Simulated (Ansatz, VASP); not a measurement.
# Two plane-wave programs on AlO2

Contents of INCAR:

```
SYSTEM = AlO2
PREC     = Accurate       ! precision mode
ENCUT    = 520            ! plane-wave cutoff, eV
EDIFF    = 1E-6           ! SCF threshold, eV
ISMEAR   = 0              ! smearing method
SIGMA    = 0.1            ! smearing width, eV
LREAL    = .False.        ! projectors in reciprocal space
LASPH    = .True.         ! aspherical terms in the spheres
NELM     = 80             ! most SCF steps
ALGO     = Normal         ! electronic algorithm
ISIF     = 2              ! what is computed and relaxed
LWAVE    = .False.        ! write WAVECAR
LCHARG   = .False.        ! write CHGCAR
GGA      = PE             ! functional
NBANDS   = 32             ! bands
```

Contents of KPOINTS:

```
Automatic mesh
0
Gamma
  6 6 4
  0 0 0
```

POSCAR

```
AlO2
1.0
    4.0176070682      0.0000000000      0.0000000000
   -2.0088035341      3.4793497834      0.0000000000
    0.0000000000      0.0000000000      5.6007149250
Al O
3 6
Direct
    0.5000000000      0.0000000000      0.0000000000
    0.5000000000      0.5000000000      0.6666666667
    0.0000000000      0.5000000000      0.3333333333
    0.1626000000      0.3252000000      0.0000000000
    0.8374000000      0.1626000000      0.6666666667
    0.6748000000      0.8374000000      0.3333333333
    0.8374000000      0.6748000000      0.0000000000
    0.1626000000      0.8374000000      0.6666666667
    0.3252000000      0.1626000000      0.3333333333
```

Input for Ansatz:

```yaml
crystal:
  lattice:
    - [4.0176070682, 0.0, 0.0]
    - [-2.0088035341, 3.4793497834, 0.0]
    - [0.0, 0.0, 5.600714925]
  atoms:
    - { symbol: Al, position: [0.5, 0.0, 0.0] }
    - { symbol: Al, position: [0.5, 0.5, 0.6666666667] }
    - { symbol: Al, position: [0.0, 0.5, 0.3333333333] }
    - { symbol: O, position: [0.1626, 0.3252, 0.0] }
    - { symbol: O, position: [0.8374, 0.1626, 0.6666666667] }
    - { symbol: O, position: [0.6748, 0.8374, 0.3333333333] }
    - { symbol: O, position: [0.8374, 0.6748, 0.0] }
    - { symbol: O, position: [0.1626, 0.8374, 0.6666666667] }
    - { symbol: O, position: [0.3252, 0.1626, 0.3333333333] }
basis:
  ecutwfc: 420
kpoints:
  mp_grid: { grid: [6, 6, 4] }
hamiltonian:
  xc: pbe
scf:
  occupations: { method: gaussian, width: 0.1 }
  lower_state_search: "off"
output:
  forces: true
  stress: true
  eigenvalues: true
```

Alike in both runs: task single point; functional PBE; k mesh 6 × 6 × 4; occupations gaussian, width 0.1 eV; no spin polarisation.

```csv
,VASP,Ansatz
version,VASP 6.6.1,Ansatz 0.2.0
potentials or method,"VASP PAW PBE potentials, release 64 (Al, O)","scalar-relativistic, plane waves, PAW"
plane-wave cutoff (eV),520,420
valence electrons in the cell,45,45
```

Ansatz gave:

```
gap on the k mesh at the Fermi level (eV)       : none
pressure (GPa)                                  : -10.4
largest component of the traceless stress (GPa) : 4.34
rms of the force components (eV/Å)              : 0.759
```

Estimate VASP's values.

gap on the k mesh at the Fermi level (eV): none; pressure (GPa): -10.6; largest component of the traceless stress (GPa): 4.31; rms of the force components (eV/Å): 0.756.

Atom by atom the forces differ by 0.003 eV/Å (rms over components). A gap of «none» marks a metal or a gap that the smearing closes.

Caveats: an odd number of electrons without spin polarisation forces a metal; a magnetic or distorted state may lie lower.
